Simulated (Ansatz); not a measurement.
Computed with DFT PBE, scalar-relativistic, plane waves, PAW in Ansatz. All cells share a 420 eV cutoff and Γ-centred k meshes spaced at most about 0.3 Å⁻¹ (about 0.25 or finer for metals, 2π included). Spin is collinear.

Each guess is relaxed in cell and atoms at zero pressure, on a coarse mesh first where it starts far from rest and then on a converged one. The steps can't lower the symmetry of the start, but it can rise. Energies are static (0 K, no zero-point motion).

Two unrelaxed guesses for TiTe₂:

A.

```yaml
crystal:
  lattice:
    - [5.48051, 0.00000, 0.00000]
    - [-2.74025, 4.74626, 0.00000]
    - [0.00000, 0.00000, 6.56864]
  atoms:
    - { symbol: Ti, position: [0.00000, 0.00000, 0.28834] }
    - { symbol: Ti, position: [0.00000, 0.00000, 0.71166] }
    - { symbol: Te, position: [0.66667, 0.33333, 0.00000] }
    - { symbol: Te, position: [0.66667, 0.33333, 0.31507] }
    - { symbol: Te, position: [0.66667, 0.33333, 0.68493] }
    - { symbol: Te, position: [0.00000, 0.00000, 0.00000] }
```

B.

```yaml
crystal:
  lattice:
    - [6.21597, 0.00000, 0.00000]
    - [-3.10799, 5.38319, 0.00000]
    - [0.00000, 0.00000, 5.47066]
  atoms:
    - { symbol: Ti, position: [0.33333, 0.66667, 0.25000] }
    - { symbol: Ti, position: [0.66667, 0.33333, 0.75000] }
    - { symbol: Te, position: [0.00000, 0.00000, 0.00000] }
    - { symbol: Te, position: [0.00000, 0.00000, 0.50000] }
    - { symbol: Te, position: [0.33333, 0.66667, 0.75000] }
    - { symbol: Te, position: [0.66667, 0.33333, 0.25000] }
```

Task: Do they relax into the same structure? If not, which is lower?

Result: No. B ends lower, by 267 meV/atom. A: P-6m2 at 28.5 Å³/atom → P-6m2 at 33.4 Å³/atom; B: P6_3/mmc at 30.5 Å³/atom → P6_3/mmc (Ni2In type) at 24.2 Å³/atom. Counting Te atoms around Ti (those within 1.25 times the shortest such distance or 1.15 times the sum of covalent radii; a plus sign parts nearer from farther groups), the end of A has Ti 3+1 and the end of B has Ti 5+6. The end of A holds Te–Te nets (shortest 2.87 Å); in the end of B the shortest Te–Te distance is 3.05 Å, near bonding range too. End of A. Conventional cell: a = 4.972 Å, c = 9.364 Å. Ti is surrounded by 1 Ti at 2.41 Å, 3 Te at 2.91 Å and 1 Te at 3.48 Å; around Te on a site of symmetry -6m2 lie 5 Te at 2.87–3.03 Å; around Te on a site of symmetry 3m lie 3 Ti at 2.91 Å, 1 Te at 3.03 Å and 1 Te at 3.31 Å; 1 more site not described. End of B. Conventional cell: a = 5.237 Å, c = 6.107 Å. Ti is surrounded by 5 Te at 3.02–3.05 Å and 6 Te at 3.39 Å; around Te on a site of symmetry -3m lie 2 Te at 3.05 Å, 6 Te at 3.39 Å and 6 Ti at 3.39 Å; Te on a site of symmetry -6m2 has 5 Ti at 3.02–3.05 Å and 6 Te at 3.39 Å.

Ends held by symmetry can be saddle points. Neither end is the lowest form computed: that has the cadmium iodide type, space group P-3m1 (No. 164), is reached from a cell as deposited in COD and lies 0.69 eV/atom below the better end. These runs have no spin–orbit coupling, which can matter for Te. The magnetic state reached may not be the lowest. Some structure types and database cells were kept out of the candidates from the start, so a known form may be missing.
